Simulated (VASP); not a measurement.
# MoSe2: relaxation of cell and atoms with PBE+D3(BJ)

Crystal: MoSe2.

```
Mo Se
1.0
     3.28800    0.00000    0.00000
    -1.64400    2.84749    0.00000
     0.00000    0.00000   12.90000
Mo Se
2 4
Direct
  0.33333 0.66667 0.25000
  0.66667 0.33333 0.75000
  0.33333 0.66667 0.62500
  0.66667 0.33333 0.12500
  0.33333 0.66667 0.87500
  0.66667 0.33333 0.37500
```

```json
{
 "Program": "VASP 6.6.1",
 "Task": "relaxation of cell and atoms",
 "Functional": "PBE",
 "Dispersion": "D3(BJ)",
 "Potentials or basis": "VASP PAW PBE potentials, release 64 (Mo_sv, Se)",
 "Cutoff": "600 eV",
 "k mesh": "9 × 9 × 2",
 "Occupations": "gaussian, width 0.02 eV",
 "Spin": "no spin polarisation",
 "Further INCAR settings": "ALGO = Fast; EDIFF = 1e-07; IBRION = 2; EDIFFG = -0.004; NSW = 80; ISIF = 3"
}
```

```json
{
  "Relaxed volume": "19.76 Å³/atom",
  "Relaxed cell": "a = 3.278 Å, b = 3.278 Å, c = 12.734 Å, α = 90.00°, β = 90.00°, γ = 120.00°",
  "Space group after relaxing (to 0.05 Å)": "P6_3/mmc (No. 194)",
  "Energy gained by relaxing": "24.1 meV/atom",
  "Ionic steps": "18",
  "Pressure after relaxing": "0.0 GPa",
  "Largest force after relaxing": "0.004 eV/Å",
  "Band gap on the k mesh": "0.85 eV, indirect (least direct gap 1.46 eV)",
  "Dispersion energy per atom": "-0.479 eV"
}
```

Forces on the atoms (eV/Å):
```
Mo   0.000  0.000  0.000
Mo   0.000  0.000  0.000
Se   0.000  0.000 -0.004
Se   0.000  0.000 -0.004
Se   0.000  0.000  0.004
Se   0.000  0.000  0.004
```

The path:
| step | energy change (eV) | largest force (eV/Å) | pressure (GPa) | volume (Å³) |
| --- | --- | --- | --- | --- |
| 1 | 0.0000 | 1.1439 | 4.52 | 120.78 |
| 2 | 0.2312 | 1.2857 | -9.27 | 130.93 |
| 3 | -0.1073 | 0.1482 | -1.23 | 124.27 |
| 4 | -0.1074 | 0.1804 | -1.04 | 124.14 |
| 5 | -0.1225 | 0.1158 | -0.28 | 122.48 |
| 6 | -0.1232 | 0.0989 | -0.07 | 122.03 |
| 7 | -0.1275 | 0.0929 | -0.05 | 121.60 |
| 8 | -0.1379 | 0.0744 | 0.04 | 120.30 |
| 9 | -0.1432 | 0.0316 | 0.38 | 117.71 |
| 10 | -0.1441 | 0.0497 | 0.27 | 118.49 |
| 11 | -0.1368 | 0.2270 | -1.53 | 119.48 |
| 12 | -0.1444 | 0.0051 | -0.02 | 118.64 |
| 13 | -0.1444 | 0.0042 | -0.03 | 118.65 |
| 14 | -0.1444 | 0.0003 | 0.00 | 118.57 |
| 15 | -0.1444 | 0.0001 | -0.01 | 118.58 |
| 16 | -0.1444 | 0.0074 | 0.04 | 118.52 |
| 17 | -0.1444 | 0.0049 | 0.02 | 118.54 |
| 18 | -0.1444 | 0.0036 | 0.01 | 118.53 |

Final structure:
```cif
data_structure
_symmetry_space_group_name_H-M 'P 1'
_symmetry_Int_Tables_number 1
_cell_length_a 3.2784
_cell_length_b 3.2784
_cell_length_c 12.7345
_cell_angle_alpha 90.000
_cell_angle_beta 90.000
_cell_angle_gamma 120.000
_cell_volume 118.53
loop_
_atom_site_label
_atom_site_type_symbol
_atom_site_fract_x
_atom_site_fract_y
_atom_site_fract_z
_atom_site_occupancy
Mo1 Mo 0.33333 0.66667 0.25000 1
Mo2 Mo 0.66667 0.33333 0.75000 1
Se1 Se 0.33333 0.66667 0.61843 1
Se2 Se 0.66667 0.33333 0.11843 1
Se3 Se 0.33333 0.66667 0.88157 1
Se4 Se 0.66667 0.33333 0.38157 1
```

Levels at points of the mesh, in eV from the valence-band top:
| k point | band 22 | band 23 | band 24 | band 25 | band 26 | band 27 | band 28 | band 29 | band 30 | band 31 |
| --- | --- | --- | --- | --- | --- | --- | --- | --- | --- | --- |
| (0.00, 0.00, 0.00) | -1.48 | -1.48 | -1.19 | -0.68 | 0.00 | 2.46 | 2.46 | 2.55 | 2.55 | 2.60 |
| (0.00, 0.00, 0.50) | -1.51 | -1.51 | -1.51 | -0.16 | -0.16 | 2.48 | 2.48 | 2.48 | 2.48 | 2.76 |

Wall time 12 min on 1 thread of Intel(R) Xeon(R) 6975P-C (Granite Rapids) (shared host), peak memory 0.36 GiB.

Caveat: an odd mesh through Γ misses points on the zone boundary, where band edges often lie. A hybrid or GW would open this gap; PBE tends to underestimate it.
